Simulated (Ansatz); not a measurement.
# Ti: other elements on the same sites

An exercise on one series of results from a longer session: the logs are not shown, and one member is left open.

Method: DFT PBEsol, scalar-relativistic, plane waves, PAW, in Ansatz 0.2.0.

1 further run of the same task is left out (set aside as unsound or not needed).

### The starting structure

The structure is hexagonal, space group P6_3/mmc (No. 194). The conventional cell has a = 2.900 Å, b = 2.900 Å, c = 4.591 Å, α = 90.00°, β = 90.00°, γ = 120.00°. Ti (site symmetry -6m2) is surrounded by 12 Ti at 2.84 to 2.90 Å.

Coordinates:

```
CELL_PARAMETERS angstrom
2.90044 0.00000 0.00000
-1.45022 2.51185 0.00000
0.00000 0.00000 4.59099
ATOMIC_POSITIONS crystal
Ti 0.33333 0.66667 0.25000
Ti 0.66667 0.33333 0.75000
```

This cell was relaxed beforehand with the same method: volume 16.72 Å³/atom, gap on the mesh none (metal).

The first run:

The input, input.yaml:

```yaml
crystal:
  lattice:
    - [2.8123009028, 0.0, 0.0]
    - [-1.4061504514, 2.435524025, 0.0]
    - [0.0, 0.0, 4.4514859626]
  atoms:
    - { symbol: V, position: [0.3333333333, 0.6666666667, 0.25], spin: 2.0 }
    - { symbol: V, position: [0.6666666667, 0.3333333333, 0.75], spin: 2.0 }
basis:
  ecutwfc: 420
kpoints:
  mp_grid: { grid: [6, 6, 4] }
hamiltonian:
  xc: pbesol
scf:
  occupations: { method: gaussian, width: 0.1 }
  lower_state_search: "off"
output:
  forces: true
  stress: true
  eigenvalues: true
  populations: true
magnetization:
  spin_polarized: true
```

Command:

```bash
$ ansatz run input.yaml --threads 1 --pin off --max-ram 2560MiB --backend cpu --events-out ev --progress --plain --runs-dir out
```

Steps of the session up to this table: A first look at the start (V); Coarse relaxation (V); Relaxing cell and atoms (V).

One of the session's tables, all rows but one given; the rest of the session is left out.

Lengths are those of the vectors of the cell that was run:

| swap | volume (Å³/atom) | a (Å) | b (Å) | c (Å) |
| --- | --- | --- | --- | --- |
| none | 16.72 | 2.900 | 2.900 | 4.591 |
| Ti → Ir | 14.11 | 2.719 | 2.719 | 4.408 |
| Ti → Zr | 22.47 | 3.186 | 3.186 | 5.112 |
| Ti → Mn | ? | ? | ? | ? |
| Ti → Pb | 29.94 | 3.458 | 3.458 | 5.780 |
| Ti → Sc | 23.64 | 3.278 | 3.278 | 5.083 |
| Ti → V | 13.31 | 2.574 | 2.574 | 4.642 |

Q: Estimate the row for Ti → Mn from the others.

**Answer.** volume (Å³/atom): 10.32; a (Å): 2.452; b (Å): 2.452; c (Å): 3.966. In the column «volume (Å³/atom)» it is the lowest.

Lengths are those of the computed cell. Rows of earlier swaps come from the sessions before.

To keep in mind: Warnings in the runs' records: seeded moment not kept.
